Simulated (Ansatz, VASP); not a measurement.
One calculation of NaI, two programs

```
CELL_PARAMETERS angstrom
0.00000 3.26309 3.26309
3.26309 0.00000 3.26309
3.26309 3.26309 0.00000
ATOMIC_POSITIONS crystal
Na 0.00000 0.00000 0.00000
I 0.50000 0.50000 0.50000
```

Alike in both runs: functional PBE; k mesh 6 × 6 × 6; occupations gaussian, width 0.02 eV; no spin polarisation.

Ansatz relaxed the structure, and its values are those at the end. VASP's run is a single point on that final structure, the one shown.

|  | VASP | Ansatz |
| --- | --- | --- |
| version | VASP 6.6.1 | Ansatz 0.2.0 |
| potentials or method | VASP PAW PBE potentials, release 64 (Na_pv, I) | scalar-relativistic, plane waves, PAW |
| plane-wave cutoff (eV) | 520 | 420 |
| valence electrons in the cell | 14 | 26 |

```csv
,VASP,Ansatz,Ansatz less VASP
gap on the k mesh at the Fermi level (eV),3.58,3.58,+0.004
least direct gap on the mesh (eV),3.58,3.58,+0.004
pressure (GPa),0.0,0.0,-0.02
```

The functional is the same, so the differences come from potentials, cutoffs and numerics. The two sets of potentials don't hold the same shells in valence.

Caveats: spin-orbit coupling is left out, which moves the levels of the heavy elements.
